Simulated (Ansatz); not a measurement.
# BN: the cost of one run

The runs shown are made with Ansatz 0.2.0. PAW datasets, plane waves. No spin polarisation. The prototype was imposed, so other structures may be more stable.

## Step 1: The structure to begin with

The unstrained cell was relaxed with r2SCAN; in each strained cell the atoms were relaxed again with r2SCAN. Names of k-points are those of the unstrained zone, where strain can split equivalent points. First state: +1.1 % shear in the xy plane.

The symmetry is P2_1/m (No. 11, monoclinic); conventional cell a = 2.479 Å, b = 4.001 Å, c = 2.491 Å, β = 119.5°, 5.38 Å³ an atom. B has 6 N at 1.74–1.76 Å and 2 B at 2.00 Å; N has 6 B at 1.74–1.76 Å.

As a file:

```cif
data_structure
_symmetry_space_group_name_H-M 'P2_1/m'
_symmetry_Int_Tables_number 11
_cell_length_a 2.4794
_cell_length_b 4.0011
_cell_length_c 2.4914
_cell_angle_alpha 90.000
_cell_angle_beta 119.522
_cell_angle_gamma 90.000
_cell_volume 21.51
loop_
_atom_site_label
_atom_site_type_symbol
_atom_site_symmetry_multiplicity
_atom_site_Wyckoff_symbol
_atom_site_fract_x
_atom_site_fract_y
_atom_site_fract_z
_atom_site_occupancy
B1 B 2 a 0.00000 0.00000 0.00000 1
N1 N 2 e 0.33331 0.25000 0.66992 1
```

## Step 2: +1.1 % shear in the xy plane: PBE

File input.yaml:

```yaml
crystal:
  lattice:
    - [2.4913353474, 0.0138269112, 0.0]
    - [-1.2336932174, 2.1506462446, 0.0]
    - [0.0, 0.0, 4.0010591824]
  atoms:
    - { symbol: B, position: [0.0, 0.0, 0.0] }
    - { symbol: B, position: [0.0, 0.0, 0.5] }
    - { symbol: "N", position: [0.3300807253, 0.6666876148, 0.25] }
    - { symbol: "N", position: [0.6699192747, 0.3333123852, 0.75] }
kpoints:
  mp_grid: { grid: [12, 12, 6] }
  band_path:
    path:
      - [0.0, 0.0, 0.0]
      - [0.5, 0.0, 0.0]
      - [0.3333333333, 0.3333333333, 0.0]
      - [0.0, 0.0, 0.5]
      - [0.5, 0.0, 0.5]
      - [0.3333333333, 0.3333333333, 0.5]
      - [0.25, 0.25, 0.1666666667]
      - [0.183594, 0.0, 0.0]
      - [0.333333, 0.341146, 0.0]
    npoints: 1
hamiltonian:
  xc: pbe
scf:
  occupations: { method: fermi_dirac, width: 0.02 }
  n_extra_bands: 5
output:
  forces: true
  stress: true
  eigenvalues: true
```

Started as:

```console
$ ansatz run input.yaml --threads 4 --pin off --max-ram 3686MiB --backend cpu --events-out ev --progress --plain --runs-dir out
```

**Question.** How long does this run take on 4 threads of Arm Neoverse N1, shared host, and how much memory does it need?

About 2.6 s, with a peak of 0.35 GiB.
